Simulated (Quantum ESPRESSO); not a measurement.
Rh:

```
CELL_PARAMETERS angstrom
0.00000 1.89785 1.89785
1.89785 0.00000 1.89785
1.89785 1.89785 0.00000
ATOMIC_POSITIONS crystal
Rh 0.00000 0.00000 0.00000
```

* Program: Quantum ESPRESSO 7.5
* Task: phonon dispersion
* Functional: PBE
* Potentials or basis: PseudoDojo 0.4.1 SR PBE standard
* Cutoff: 1197 eV
* Density cutoff: 4789 eV
* k mesh: 12 × 12 × 12
* Occupations: cold, width 0.2 eV
* Spin: no spin polarisation
* Mixing beta: 0.5
* Most SCF iterations: 120
* SCF threshold: 2e-10 Ry
* q mesh: 2 × 2 × 2

The cell and the atoms were relaxed first, to 14.04 Å³/atom (a = 2.708 Å, b = 2.708 Å, c = 2.708 Å, α = 60.00°, β = 60.00°, γ = 60.00°), and the response was taken there.

Task: What are the zero-point energy, and the vibrational entropy and heat capacity at 298.15 K?

Result: Zero-point energy 32.0 meV/atom; entropy 3.75 k_B/atom (31.2 J/(K·mol of atoms)); Cv 2.83 k_B/atom, 94 % of the classical limit. These are harmonic values without the electrons' part.

Phonon frequencies at the corners of the path (cm⁻¹, interpolated; i marks imaginary ones):
```
point  frequencies
    Γ        0 0 0
    X  186 186 233
    W  186 211 211
    K  174 207 220
    L  138 138 238
    U  174 207 220
```

Harmonic thermodynamics per atom at this volume (zero-point energy 32.0 meV, Debye temperature from the second moment 328 K):
```csv
T (K),free energy (meV),entropy (k_B),heat capacity Cv (k_B)
50,31.8,0.22,0.63
100,29.1,1.07,1.84
200,12.6,2.66,2.63
298.15,-14.8,3.75,2.83
500,-94.1,5.25,2.94
800,-249.1,6.64,2.97
```

Phonon states per cell in windows of 20 cm⁻¹ (negative: imaginary):
| from (cm⁻¹) | total |
| --- | --- |
| 0 | 0.00 |
| 20 | 0.01 |
| 40 | 0.02 |
| 60 | 0.04 |
| 80 | 0.08 |
| 100 | 0.15 |
| 120 | 0.29 |
| 140 | 0.50 |
| 160 | 0.58 |
| 180 | 0.47 |
| 200 | 0.42 |
| 220 | 0.45 |

A q mesh this small can miss soft modes between its points.

Caveat: the q mesh is small, so phonon branches between its points and thermal values are rough.
